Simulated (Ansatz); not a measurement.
Ansatz input

```yaml
crystal:
  lattice:
    - [0.0, 2.6523757748, 2.6523757748]
    - [2.6523757748, 0.0, 2.6523757748]
    - [2.6523757748, 2.6523757748, 0.0]
  atoms:
    - { symbol: La, position: [0.0, 0.0, 0.0] }
hamiltonian:
  xc: pbe
  pseudopotentials:
    kind: paw_fr
    azcp:
      La: "pseudopotentials/La.paw.azcp"
basis:
  ecutwfc: 420
  fft_grid_basis: typed
kpoints:
  mp_grid: { grid: [10, 10, 10], shift: [0, 0, 0] }
magnetization:
  noncollinear: true
  spin_orbit: true
scf:
  occupations: { method: fermi_dirac, width: 0.1 }
```

Output

```
Engine: ansatz 0.2.0, x86_64-unknown-linux-gnu
Pseudopotentials: kind: paw_fr
Pseudopotential: La, paw_fr, valence charge 11, recommended cutoff 420 eV (normal) 
Functional definition: PBE
  parameter kappa = 0.804
  parameter beta = 0.06672455060314922
  exchange = pbe_x(kappa = kappa, mu = beta*pi^2/3)
  correlation = pbe_c(beta = beta)
non-collinear run that drives no moment, with spin-orbit: no starting moment large enough to seed its density (crystal.atoms[].spin), no starting occupations that ask for one, no magnetisation constraint and no magnetic field, so the semilocal B_xc is pinned to zero
Crystal: 1 atoms, lattice volume = 37.319 Å³
Basis set: ecut = 420 eV, 725 PW (Γ)
Bands: 20, of which v1, the nominal top of the filled ones, is band 11 counted from 1 (10 counted from 0)
Symmetry: 48 space group operations + 48 with time reversal
Magnetic group: BNS 225.117 (UNI 1619), of the structure as read, at distance tolerance 3.3e-5 Å
k-points: 47 of 1000
Projection manifold: j_resolved (fully-relativistic pseudo-atomic orbitals)
Non-local potential: La, projectors of the file, l = 0: 3, l = 1: 4, l = 2: 4, l = 3: 6
PAW form: soft (Blöchl's): semilocal exchange-correlation on the pseudo side does not see the compensation charge
PAW one-centre angular grid: La, 590 points (default); XC on 64 Gauss nodes
Initial density: superposition of atomic densities (chi_scale 0.1, normalization cell)
Initial wavefunctions: pseudopotential atomic-orbital guess
Functional: x = pbe(κ = 0.804, μ = 0.2195149727645171), c = pbe(β = 0.06672455060314922)
SCF iter   1: F=—  HF=-6255.512596 eV  |F-HF|=—  |Δ(HF+E_count)|=         —  Δρ=2.10e-2  dr2=1.85e-1  dr2_m=0.00e0 (ungated)  ethr=3.10e-3  |M|=0.00e0 ∫|m|=0.00e0 μB  |m|>n=0.0e0 m-floor=0.0e0 τ_xc=0.0e0  β_m=0.30  ⟨swp⟩=4.6  Hψ=2573  notcnv=0
SCF iter   2: F=—  HF=-6255.475780 eV  |F-HF|=—  |Δ(HF+E_count)|=   3.68e-2  Δρ=1.51e-2  dr2=9.98e-2  dr2_m=0.00e0 (ungated)  ethr=1.69e-3  |M|=0.00e0 ∫|m|=0.00e0 μB  |m|>n=0.0e0 m-floor=0.0e0 τ_xc=0.0e0  β_m=0.65  ⟨swp⟩=3.0  Hψ=946  notcnv=0
SCF iter   3: F=—  HF=-6255.434182 eV  |F-HF|=—  |Δ(HF+E_count)|=   4.16e-2  Δρ=2.45e-3  dr2=2.45e-3  dr2_m=0.00e0 (ungated)  ethr=9.07e-4  |M|=0.00e0 ∫|m|=0.00e0 μB  |m|>n=0.0e0 m-floor=0.0e0 τ_xc=0.0e0  β_m=0.73  ⟨swp⟩=4.7  Hψ=1419  notcnv=0  defer=2
SCF iter   4: F=—  HF=-6255.433685 eV  |F-HF|=—  |Δ(HF+E_count)|=   4.97e-4  Δρ=7.25e-4  dr2=2.31e-4  dr2_m=0.00e0 (ungated)  ethr=2.22e-5  |M|=0.00e0 ∫|m|=0.00e0 μB  |m|>n=0.0e0 m-floor=0.0e0 τ_xc=0.0e0  β_m=0.73  ⟨swp⟩=3.0  Hψ=1094  notcnv=0
SCF iter   5: F=—  HF=-6255.433594 eV  |F-HF|=—  |Δ(HF+E_count)|=   9.06e-5  Δρ=1.13e-4  dr2=6.19e-6  dr2_m=0.00e0 (ungated)  ethr=2.10e-6  |M|=0.00e0 ∫|m|=0.00e0 μB  |m|>n=0.0e0 m-floor=0.0e0 τ_xc=0.0e0  β_m=0.86  ⟨swp⟩=2.4  Hψ=784  notcnv=0
SCF iter   6: F=—  HF=-6255.433592 eV  |F-HF|=—  |Δ(HF+E_count)|=   1.92e-6  Δρ=2.91e-5  dr2=3.49e-7  dr2_m=0.00e0 (ungated)  ethr=5.62e-8  |M|=0.00e0 ∫|m|=0.00e0 μB  |m|>n=0.0e0 m-floor=0.0e0 τ_xc=0.0e0  β_m=0.86  ⟨swp⟩=2.5  Hψ=756  notcnv=0
SCF iter   7: F=-6255.433592 eV  HF=-6255.433592 eV  |F-HF|=1.61e-9  |Δ(HF+E_count)|=   1.42e-7  Δρ=2.38e-6  dr2=2.02e-9  dr2_m=0.00e0 (ungated)  ethr=9.09e-10  |M|=0.00e0 ∫|m|=0.00e0 μB  |m|>n=0.0e0 m-floor=0.0e0 τ_xc=0.0e0  ⟨swp⟩=2.9  Hψ=1091  notcnv=0
SCF 1 converged in 7 iterations: F = -6255.433592 eV  dr2 = 2.02e-9
SCF converged after 7 iterations
Magnetization: |M| = 0.0000 μB,  M = (+0.0000, +0.0000, +0.0000) μB
Absolute magnetization: 0.0000 μB (∫|m|)
  site 0: m = (+0.0000, +0.0000, +0.0000) μB, |m| = 0.0000 μB  (R = 1.55 Å)
Free energy (F): -6255.433592 eV
Harris-Foulkes:  -6255.433592 eV  (|F-HF|=1.61e-9)
Internal energy: -6255.369261 eV  (E = F + TS)
E sigma→0 (E₀):  -6255.401427 eV
Entropy (-TS):   -0.064331 eV (-64.331 meV/atom)
Fermi energy:    10.956425 eV
--- Per-component energies (eV) ---
  E_band       = -46.338348
  E_kinetic    = 192.922862
  E_local      = -336.228636  (includes V_loc(G=0)·N_el)
  E_nonlocal   = 94.504905
  E_hartree    = 106.409543
  E_xc         = -139.128102
  E_vxc        = -147.293119  (∫ρ·V_xc dr)
  E_paw        = -5420.895908  (= ΣΔE_a)
  E_vpaw       = -63.064225  (= ΣTr[D̂ρ^β])
  E_aug_tail   = -0.000000  (compensation charges beyond the density's cutoff)
  E_ewald      = -752.953925
  E_smearing   = -0.064331  (= −TS)
  E_closure    = -0.000000  (closes the sum)
  Σ components = -6255.433592   (vs F -6255.433592, Δ=0.00e0)
```

Launched by

```sh
ansatz run input.yaml --threads 1 --pin off --max-ram 3584MiB --backend cpu --events-out ev --progress --plain --runs-dir out
```

On 1 thread of Intel(R) Xeon(R) Platinum 8259CL CPU @ 2.50GHz (Skylake/Cascade Lake) (shared host) this took about 8.3 s of wall time and 8.2 s of CPU time.
